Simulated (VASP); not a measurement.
V: single point with PBE

Slab: V, a slab with vacuum.

```
V
1.0
     2.99718    0.00000    0.00000
     0.00000    2.99718    0.00000
     0.00000    0.00000   18.49576
V
4
Direct
  0.50000 0.50000 0.37847
  0.00000 0.00000 0.45949
  0.50000 0.50000 0.53904
  0.00000 0.00000 0.61276
```

The slab is cut from a database's or a generator's crystal, which needn't be the stable form of the element.

The cell isn't the ideal one: clean slab, lower half held.

- Program: VASP 6.6.1
- Task: single point
- Functional: PBE
- Potentials or basis: VASP PAW PBE potentials, release 64 (V_sv)
- Cutoff: 520 eV
- k mesh: 10 × 10 × 1
- Occupations: gaussian, width 0.1 eV
- Spin: no spin polarisation

| Property | Result |
| --- | --- |
| Largest force | 0.569 eV/Å |
| Band gap on the k mesh | none (metal or under the smearing width) |
| Work function of the upper face | 3.76 eV |
| Work function of the lower face | 3.89 eV |

Forces in eV/Å, atoms in the order of the input:
```
V    0.000  0.000  0.555
V    0.000  0.000 -0.569
V    0.000  0.000 -0.010
V    0.000  0.000  0.024
```

Levels at points of the mesh, in eV from the Fermi level:
```
           k point  band 23  band 24  band 25  band 26  band 27  band 28  band 29  band 30
(0.00, 0.00, 0.00)    -0.11    -0.01     0.06     0.13     0.13     0.17     0.27     0.27
(0.50, 0.00, 0.00)    -1.07    -1.06    -0.02    -0.01     0.00     0.02     0.66     1.03
(0.50, 0.50, 0.00)    -1.34    -1.34    -0.68    -0.68     1.47     1.47     1.49     1.49
```

It took 2.3 min on 1 thread of Intel(R) Xeon(R) 6975P-C (Granite Rapids) (shared host), peak memory 0.29 GiB.
